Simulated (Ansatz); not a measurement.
# PbSe2 (I4/mcm) in Ansatz: relaxation of cell and atoms with LDA

Aim: the relaxation of cell and atoms of PbSe2 with LDA.

Everything below comes from runs of Ansatz 0.2.0. Logs are shortened: lines on timing, memory, paths and dates and some standing lists are left out, and cuts for length are marked.

**1. The crystal as given**

It takes space group I4/mcm (No. 140, tetragonal). Conventional cell: a = 6.477 Å, b = 6.477 Å, c = 7.804 Å, α = 90.00°, β = 90.00°, γ = 90.00°. Pb (site symmetry 422) is surrounded by 8 Se at 3.20 Å. Se (site symmetry m2m) has 1 Se at 2.38 Å as nearest neighbours.

The cell comes from a database or a generator and needn't be the stable form of this composition.

**2. Relaxation of cell and atoms, LDA**

Input file input.yaml:

```yaml
crystal:
  lattice:
    - [-3.23863296, 3.23863296, 3.90219629]
    - [3.23863296, -3.23863296, 3.90219629]
    - [3.23863296, 3.23863296, -3.90219629]
  atoms:
    - { symbol: Pb, position: [0.75, 0.75, 0.0] }
    - { symbol: Pb, position: [0.25, 0.25, 0.0] }
    - { symbol: Se, position: [0.129816735, 0.370183265, 0.5] }
    - { symbol: Se, position: [0.870183265, 0.629816735, 0.5] }
    - { symbol: Se, position: [0.370183265, 0.870183265, 0.24036653] }
    - { symbol: Se, position: [0.629816735, 0.129816735, 0.75963347] }
hamiltonian:
  xc: lda
  pseudopotentials: { kind: paw }
kpoints:
  mp_grid: { grid: [6, 6, 6] }
scf:
  occupations: { method: fermi_dirac, width: 0.05 }
output:
  forces: true
  stress: true
  eigenvalues: true
  write_density: true
  write_potential: true
  elf: true
  volumetric_format: npy
relax:
  f_tol: 0.01
  max_steps: 40
  cell: { stress_tol: 0.05 }
```

Potentials or basis: Ansatz PAW.

The run is started by

```bash
ansatz run input.yaml --threads 2 --pin off --max-ram 5632MiB --backend cpu --events-out ev --progress --plain --runs-dir out
```

What it wrote:

```text
Warning: RAYON_NUM_THREADS=2 ignored (pool sized by the plan → 2); use --threads N
Engine: ansatz 0.2.0, aarch64-unknown-linux-gnu
Pseudopotentials: kind: paw
Pseudopotential: Pb, paw, valence charge 14, recommended cutoff 420 eV (normal), Pb.paw.azcp
Pseudopotential: Se, paw, valence charge 16, recommended cutoff 420 eV (normal), Se.paw.azcp
Functional definition: SPW92
  exchange = slater_x
  correlation = pw_c
Crystal: 6 atoms, lattice volume = 163.717 Å³
Basis set: ecut = 420 eV, 3157 PW (Γ)
Bands: 56, of which v1, the nominal top of the filled ones, is band 46 counted from 1 (45 counted from 0)
Symmetry: 16 space group operations
Space group: I4/mcm (ITA 140), of the structure as read, at distance tolerance 5.5e-5 Å
k-points: 30 of 216
Non-local potential: Pb, projectors of the file, l = 0: 2, l = 1: 2, l = 2: 2, l = 3: 2
Non-local potential: Se, projectors of the file, l = 0: 2, l = 1: 2, l = 2: 3, l = 3: 1
PAW form: soft (Blöchl's): semilocal exchange-correlation on the pseudo side does not see the compensation charge
PAW frozen core: Pb, regenerated for the run's functional, and the local potential with it (the file was generated under x = pbe(κ = 0.804, μ = 0.2195149727645171), c = pbe(β = 0.06672455060314922))
PAW frozen core: Se, regenerated for the run's functional, and the local potential with it (the file was generated under x = pbe(κ = 0.804, μ = 0.2195149727645171), c = pbe(β = 0.06672455060314922))
PAW one-centre angular grid: Pb, 590 points (default); XC on 64 Gauss nodes
PAW one-centre angular grid: Se, 590 points (default); XC on 64 Gauss nodes
Initial density: superposition of atomic densities (neutral atoms: chi_scale 0, normalization atom), corrected by the library's trained network
Initial wavefunctions: pseudopotential atomic-orbital guess
Functional: x = slater, c = lda
SCF iter   1: F=—  HF=-44739.452542 eV  |F-HF|=—  |Δ(HF+E_count)|=         —  Δρ=4.53e-3  dr2=1.91e-2  ethr=1.77e-3  ⟨swp⟩=7.0  Hψ=6576  notcnv=0  defer=9
preconditioner: auto → Kerker (q_TF=auto, 2.478 Å⁻¹)  [metal: Δε(μ)=0.051 eV  Ē_g=13.573 eV  σ=0.050 eV  W_gap=0.24  n_scr=42 (ndim 8)  ℏωp=20.9 eV  f_vac=0.012  D(μ)=0.36/eV (n_scr^D=0)]
SCF iter   2: F=—  HF=-44739.445851 eV  |F-HF|=—  |Δ(HF+E_count)|=   6.69e-3  Δρ=2.64e-3  dr2=7.15e-3  ethr=2.08e-5  ⟨swp⟩=1.3  Hψ=2072  notcnv=0  defer=31
SCF iter   3: F=—  HF=-44739.444300 eV  |F-HF|=—  |Δ(HF+E_count)|=   1.55e-3  Δρ=5.18e-4  dr2=7.71e-4  ethr=7.77e-6  ⟨swp⟩=2.0  Hψ=2044  notcnv=0  defer=31
SCF iter   4: F=—  HF=-44739.444180 eV  |F-HF|=—  |Δ(HF+E_count)|=   1.20e-4  Δρ=2.24e-4  dr2=1.63e-4  ethr=8.38e-7  ⟨swp⟩=2.3  Hψ=2991  notcnv=0  defer=31
SCF iter   5: F=—  HF=-44739.444139 eV  |F-HF|=—  |Δ(HF+E_count)|=   4.06e-5  Δρ=8.87e-5  dr2=1.56e-5  ethr=1.77e-7  ⟨swp⟩=2.0  Hψ=2998  notcnv=0  defer=31
SCF iter   6: F=—  HF=-44739.444199 eV  |F-HF|=—  |Δ(HF+E_count)|=   5.93e-5  Δρ=3.26e-5  dr2=3.47e-6  ethr=1.69e-8  ⟨swp⟩=2.0  Hψ=2988  notcnv=0  defer=31
SCF iter   7: F=—  HF=-44739.444197 eV  |F-HF|=—  |Δ(HF+E_count)|=   1.28e-6  Δρ=8.65e-6  dr2=3.38e-7  ethr=3.78e-9  ⟨swp⟩=2.0  Hψ=2999  notcnv=0  defer=31
SCF iter   8: F=-44739.444197 eV  HF=-44739.444197 eV  |F-HF|=2.15e-8  |Δ(HF+E_count)|=   1.10e-7  Δρ=2.42e-6  dr2=3.37e-8  ethr=1.09e-10  ⟨swp⟩=13.0  Hψ=11597  notcnv=0
SCF 1 converged in 8 iterations: F = -44739.444197 eV  dr2 = 3.37e-8
relax step   1: F+E_penalty+E_count = -44739.44419735 eV  Δ(F+E_penalty+E_count) = +0.000e0 eV  max|allowed force component| = 9.277e-2 eV/Å  Δτ_max = 0.0000 Å  P = -3.423 GPa  Ω = 163.717 Å³  (8 SCF iters, dr2 threshold 1.00e-7 eV, accepted)
Crystal: 6 atoms, lattice volume = 144.874 Å³
Basis set: ecut = 420 eV, 2885 PW (Γ)
Initial density: handed on by an earlier stage of this run
Initial wavefunctions: those handed on with the density
iter 1 solved again at ethr=5.54e-5 eV; its pass at ethr=3.10e-3 eV (dr2=5.10e-2 eV) is discarded
SCF iter   1: F=—  HF=-44739.514521 eV  |F-HF|=—  |Δ(HF+E_count)|=         —  Δρ=4.38e-3  dr2=4.90e-2  ethr=5.54e-5  ⟨swp⟩=2.2  Hψ=8296  notcnv=0
preconditioner: auto → Kerker (q_TF=auto, 2.529 Å⁻¹)  [metal: Δε(μ)=0.045 eV  Ē_g=14.031 eV  σ=0.050 eV  W_gap=0.22  n_scr=42 (ndim 8)  ℏωp=22.2 eV  f_vac=0.000  D(μ)=0.33/eV (n_scr^D=0)]
SCF iter   2: F=—  HF=-44739.506193 eV  |F-HF|=—  |Δ(HF+E_count)|=   8.33e-3  Δρ=2.80e-3  dr2=2.35e-2  ethr=5.33e-5  ⟨swp⟩=1.8  Hψ=1777  notcnv=0
SCF iter   3: F=—  HF=-44739.498592 eV  |F-HF|=—  |Δ(HF+E_count)|=   7.60e-3  Δρ=6.50e-4  dr2=1.05e-3  ethr=2.56e-5  ⟨swp⟩=2.0  Hψ=2308  notcnv=0
SCF iter   4: F=—  HF=-44739.498325 eV  |F-HF|=—  |Δ(HF+E_count)|=   2.67e-4  Δρ=1.61e-4  dr2=6.65e-5  ethr=1.14e-6  ⟨swp⟩=2.0  Hψ=2155  notcnv=0
[... 26 lines left out ...]
SCF 4 converged in 4 iterations: F = -44739.582899 eV  dr2 = 2.38e-7
relax step   4: F+E_penalty+E_count = -44739.58289894 eV  Δ(F+E_penalty+E_count) = -1.717e-3 eV  max|allowed force component| = 1.400e-3 eV/Å  Δτ_max = 0.0023 Å  P = -0.040 GPa  Ω = 152.576 Å³  energy of the carried Pulay correction = +1.841e-3 eV  (4 SCF iters, dr2 threshold 4.44e-7 eV, accepted)
Initial wavefunctions: pseudopotential atomic-orbital guess (no wavefunctions were taken with the density)
iter 1 solved again at ethr=1.14e-7 eV; its pass at ethr=3.10e-3 eV (dr2=1.05e-4 eV) is discarded
SCF iter   1: F=—  HF=-44739.581195 eV  |F-HF|=—  |Δ(HF+E_count)|=         —  Δρ=7.28e-5  dr2=1.39e-6  ethr=1.14e-7  ⟨swp⟩=3.1  Hψ=10802  notcnv=0
preconditioner: auto → Kerker (q_TF=auto, 2.508 Å⁻¹)  [metal: Δε(μ)=0.055 eV  Ē_g=13.816 eV  σ=0.050 eV  W_gap=0.27  n_scr=42 (ndim 8)  ℏωp=21.7 eV  f_vac=0.000  D(μ)=0.31/eV (n_scr^D=0)]
SCF iter   2: F=—  HF=-44739.581194 eV  |F-HF|=—  |Δ(HF+E_count)|=   6.97e-7  Δρ=4.04e-5  dr2=5.77e-7  ethr=1.51e-9  ⟨swp⟩=2.0  Hψ=3060  notcnv=0
SCF iter   3: F=—  HF=-44739.581194 eV  |F-HF|=—  |Δ(HF+E_count)|=   1.21e-7  Δρ=1.55e-5  dr2=1.19e-7  ethr=6.27e-10  ⟨swp⟩=1.0  Hψ=1680  notcnv=0
SCF iter   4: F=—  HF=-44739.581194 eV  |F-HF|=—  |Δ(HF+E_count)|=   5.66e-9  Δρ=2.56e-6  dr2=1.52e-8  ethr=1.29e-10  ⟨swp⟩=2.0  Hψ=2461  notcnv=0
SCF iter   5: F=—  HF=-44739.581194 eV  |F-HF|=—  |Δ(HF+E_count)|=   2.63e-9  Δρ=7.97e-7  dr2=2.57e-9  ethr=1.65e-11  ⟨swp⟩=3.0  Hψ=3054  notcnv=0
SCF iter   6: F=—  HF=-44739.581194 eV  |F-HF|=—  |Δ(HF+E_count)|=  5.82e-10  Δρ=2.25e-7  dr2=1.54e-10  ethr=2.79e-12  ⟨swp⟩=2.0  Hψ=2040  notcnv=0
SCF iter   7: F=-44739.581194 eV  HF=-44739.581194 eV  |F-HF|=0.00e0  |Δ(HF+E_count)|=  2.91e-11  Δρ=6.99e-8  dr2=7.84e-12  ethr=1.00e-12  ⟨swp⟩=6.1  Hψ=7582  notcnv=0
SCF 5 converged in 7 iterations: F = -44739.581194 eV  dr2 = 7.84e-12
relax step   5: F+E_penalty+E_count = -44739.58119423 eV  Δ(F+E_penalty+E_count) = +1.705e-3 eV  max|allowed force component| = 1.596e-3 eV/Å  Δτ_max = 0.0000 Å  P = -0.045 GPa  Ω = 152.576 Å³  stress off target by 4.70e-2 GPa  SCF on the basis re-selected at this cell (its energy is not comparable with the rows above)  (7 SCF iters)
basis re-selected at this cell: Δ(F+E_penalty+E_count) = +1.705e-3 eV, ΔP = -0.004 GPa vs the last step (what re-selecting the basis moved, of the pressure what is left beyond the Pulay correction that the steps carried, after the strain that the cell walked since its last selection, with what the two solves' SCF thresholds leave and, on support functions, any second-order correction that the steps lacked; it is no measure of the basis error at this ecutwfc). The dense FFT grid was sized anew with the basis: this SCF ran on 40×40×40 points, the steps before it on 45×45×45, so part of this shift can come from that change (see relax.cell in the input reference). This SCF's stress stands 4.70e-2 GPa from its target on what of the cell is left free (relax.cell.stress_tol is 5.00e-2 GPa) and its largest allowed force component is 1.60e-3 eV/Å (relax.f_tol is 1.00e-2 eV/Å): within both
SCF converged after 7 iterations
Free energy (F): -44739.581194 eV
Harris-Foulkes:  -44739.581194 eV  (|F-HF|=0.00e0)
Internal energy: -44739.578517 eV  (E = F + TS)
E sigma→0 (E₀):  -44739.579856 eV
Entropy (-TS):   -0.002677 eV (-0.446 meV/atom)
Fermi energy:    9.730352 eV
--- Per-component energies (eV) ---
  E_band       = -1573.306935
  E_kinetic    = 1053.360419
  E_local      = -11548.377395  (includes V_loc(G=0)·N_el)
  E_nonlocal   = -1646.404033
  E_hartree    = 5522.921635
  E_xc         = -854.867007
  E_vxc        = -663.533493  (∫ρ·V_xc dr)
  E_paw        = -27509.764360  (= ΣΔE_a)
  E_vpaw       = 185.806773  (= ΣTr[D̂ρ^β])
  E_aug_tail   = -0.002280  (compensation charges beyond the density's cutoff)
  E_ewald      = -9765.159519
  E_core_change = 8.714022  (= ΣΔE_core)
  E_smearing   = -0.002677  (= −TS)
  E_closure    = 0.000000  (closes the sum)
  Σ components = -44739.581194   (vs F -44739.581194, Δ=0.00e0)
--- Forces (eV/Å), atoms counted from 1 ---
  atom   1  Pb     0.00000000     0.00000000     0.00000000
  atom   2  Pb     0.00000000     0.00000000    -0.00000000
  atom   3  Se    -0.00159556     0.00159556    -0.00000000
  atom   4  Se     0.00159556    -0.00159556     0.00000000
  atom   5  Se    -0.00159556    -0.00159556    -0.00000000
  atom   6  Se     0.00159556     0.00159556     0.00000000
  max |Σ_I F_I| component: 1.43e-17 eV/Å
--- Stress (GPa, compression-positive) ---
       -0.043566       0.000000      -0.000000
        0.000000      -0.043566       0.000000
       -0.000000      -0.000000      -0.047020
  P = ⅓ Tr σ = -0.0447 GPa (-0.447 kbar)
--- Band table (eV; the first three rows and the last of 30) ---
  k-point 0: bands = ["-38.6514", "-38.6507", "-38.5721", "-38.5721", "-38.5677", "-38.5677", "-38.5497", "-38.5493", "-38.5442", "-38.5436", "-38.5258", "-38.5258", "-38.3719", "-38.3719", "-38.3704", "-38.3698", "-38.3698", "-38.3695", "-38.3676", "-38.3676", "-7.3031", "-7.3031", "-7.2913", "-7.2399", "-7.1993", "-7.1962", "-7.1962", "-7.1863", "-7.1685", "-7.1460", "-5.6158", "-4.2382", "-1.9978", "-1.9978", "1.2759", "1.9844", "4.6540", "4.7564", "5.3369", "5.3369", "6.2034", "6.2034", "6.2148", "6.6060", "6.8897", "9.6696", "11.8876", "11.8876", "13.2056", "13.2056", "13.8401", "14.0662", "14.0662", "14.4655", "14.8368", "16.5286"]
  k-point 1: bands = ["-38.6513", "-38.6508", "-38.5721", "-38.5721", "-38.5677", "-38.5677", "-38.5496", "-38.5494", "-38.5441", "-38.5436", "-38.5258", "-38.5258", "-38.3719", "-38.3719", "-38.3703", "-38.3698", "-38.3698", "-38.3695", "-38.3676", "-38.3676", "-7.3143", "-7.2909", "-7.2897", "-7.2309", "-7.2000", "-7.1958", "-7.1955", "-7.1900", "-7.1746", "-7.1476", "-5.4854", "-4.3165", "-2.1380", "-2.0635", "1.2660", "1.7971", "4.4005", "4.6872", "5.3192", "5.9313", "6.3807", "6.4590", "6.7590", "6.7874", "7.2769", "8.9146", "11.4479", "11.9576", "12.2946", "13.0953", "13.7195", "13.7627", "14.0708", "14.6901", "14.9406", "16.3219"]
  k-point 2: bands = ["-38.6512", "-38.6510", "-38.5722", "-38.5721", "-38.5676", "-38.5676", "-38.5496", "-38.5495", "-38.5439", "-38.5438", "-38.5258", "-38.5258", "-38.3719", "-38.3719", "-38.3702", "-38.3700", "-38.3697", "-38.3696", "-38.3676", "-38.3676", "-7.3351", "-7.2866", "-7.2653", "-7.2147", "-7.2056", "-7.1983", "-7.1952", "-7.1900", "-7.1879", "-7.1493", "-5.1593", "-4.4510", "-2.5994", "-2.1909", "1.4958", "1.5119", "4.6121", "4.7483", "4.9075", "5.5919", "6.8860", "7.1560", "7.5818", "7.9662", "8.1236", "8.1930", "10.6077", "11.8323", "11.8743", "12.2843", "12.4598", "12.5655", "14.3953", "14.7935", "14.8380", "16.6608"]
  k-point 29: bands = ["-38.6515", "-38.6507", "-38.5721", "-38.5721", "-38.5677", "-38.5677", "-38.5497", "-38.5494", "-38.5442", "-38.5436", "-38.5258", "-38.5258", "-38.3719", "-38.3719", "-38.3702", "-38.3698", "-38.3697", "-38.3695", "-38.3676", "-38.3676", "-7.2787", "-7.2585", "-7.2585", "-7.2473", "-7.2126", "-7.2065", "-7.2065", "-7.1776", "-7.1739", "-7.1625", "-5.0933", "-4.3663", "-2.3587", "-2.3587", "0.3642", "0.6132", "4.8273", "4.8423", "5.7255", "5.7255", "7.5207", "7.6131", "8.3006", "8.3006", "9.7800", "9.8979", "11.1393", "11.1393", "11.2275", "12.0018", "12.0018", "12.5760", "12.9118", "12.9118", "14.6859", "14.8087"]
--- Relaxed structure (4 steps of the walk, 4 accepted, 1 SCFs on fresh bases) ---
  F+E_penalty+E_count = -44739.58119423 eV   max|allowed force component| = 1.596e-3 eV/Å   (the final SCF, on the basis selected at the relaxed cell)
  cell:  # Å, volume = 152.5760 Å³
    - [-3.162527896604436, 3.1625278966044363, 3.8137958215308183]
    - [3.162527896604436, -3.1625278966044363, 3.8137958215308183]
    - [3.162527896604436, 3.1625278966044363, -3.8137958215308183]
  atoms:
    - { symbol: Pb, position: [0.75, 0.75, 9.485193886792114e-20] }
    - { symbol: Pb, position: [0.25, 0.25, 9.485193886792131e-20] }
    - { symbol: Se, position: [0.13287656899420477, 0.36712343100579525, 0.5] }
    - { symbol: Se, position: [0.8671234310057951, 0.6328765689942049, 0.5] }
    - { symbol: Se, position: [0.3671234310057952, 0.8671234310057953, 0.23424686201159045] }
    - { symbol: Se, position: [0.6328765689942049, 0.13287656899420475, 0.7657531379884096] }
```

Run time: 81 s. Hardware: 2 threads of Arm Neoverse N1, shared host; peak memory 0.56 GiB.

Results:

| Quantity | Value |
| --- | --- |
| Free energy | -44739.5812 eV |
| Relaxed volume | 25.43 Å³/atom |
| Relaxed cell | a = 5.878 Å, b = 5.878 Å, c = 5.878 Å, α = 114.90°, β = 114.90°, γ = 99.09° |
| Space group after relaxing (to 0.05 Å) | I4/mcm (No. 140) |
| Energy gained by relaxing | 22.8 meV/atom |
| Ionic steps | 5 |
| Pressure after relaxing | 0.0 GPa |
| Band gap on the k mesh | none (metal or under the smearing width) |

Forces on the atoms (eV/Å):
```
Pb   0.000  0.000  0.000
Pb   0.000  0.000  0.000
Se  -0.002  0.002  0.000
Se   0.002 -0.002  0.000
Se  -0.002 -0.002  0.000
Se   0.002  0.002  0.000
```

Step by step:
```tsv
step	energy change (eV)	largest force (eV/Å)	volume (Å³)
1	0.0000	0.1312	163.72
2	-0.0542	0.0279	144.87
3	-0.1370	0.0153	153.60
4	-0.1387	0.0020	152.58
5	-0.1370	0.0023	152.58
```

Final structure:
```xyz
6
Lattice="-3.1625 3.1625 3.8138 3.1625 -3.1625 3.8138 3.1625 3.1625 -3.8138" Properties=species:S:1:pos:R:3 pbc="T T T"
Pb    0.0000    0.0000    5.7207
Pb    0.0000    0.0000    1.9069
Se    2.3221    0.8405    0.0000
Se    0.8405    2.3221    3.8138
Se    2.3221   -0.8405    3.8138
Se    0.8405    4.0030    0.0000
```

Caveat: the plane-wave basis is chosen anew once the cell has moved, so the energies of steps on either side of that aren't comparable; the PAW data sets come from PBE, with cores solved anew for the run's functional, which leaves a small shift of forces and pressure.
